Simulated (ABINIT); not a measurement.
Crystal: GaSb.

```xyz
2
Lattice="-2.7534 2.7534 1.5907 2.7534 -2.7534 1.5907 2.7534 2.7534 -1.5907" Properties=species:S:1:pos:R:3 pbc="T T T"
Sb    0.0000    0.0000    0.0000
Ga    0.0000    2.7534    0.7954
```

Measurements of this composition are mostly on another form, of space group No. 216.

Base run:

```yaml
Program: ABINIT 10.8.3 (patched build)
Functional: PBE
Potentials_or_basis: JTH PAW PBE v2.0
Cutoff: 463 eV
k_mesh: 10 × 10 × 10
Occupations: fermi-dirac, width 0.05 eV
Spin: no spin polarisation
```

Its results: band gap on the k mesh none (metal or under the smearing width); pressure -0.1 GPa.

The run is repeated on the same cell with these changes: functional from PBE to SCAN; cutoff from 463 eV to 544 eV; fine-grid cutoff from 925.187 eV to 1088.46 eV. What comes out?

Band gap on the k mesh none (metal or under the smearing width); pressure -2.4 GPa.

Caveats: the PAW data sets were made with another functional, which shifts forces and pressure a little (some runs); spin-orbit coupling is left out, which moves the levels of the heavy elements (some runs).
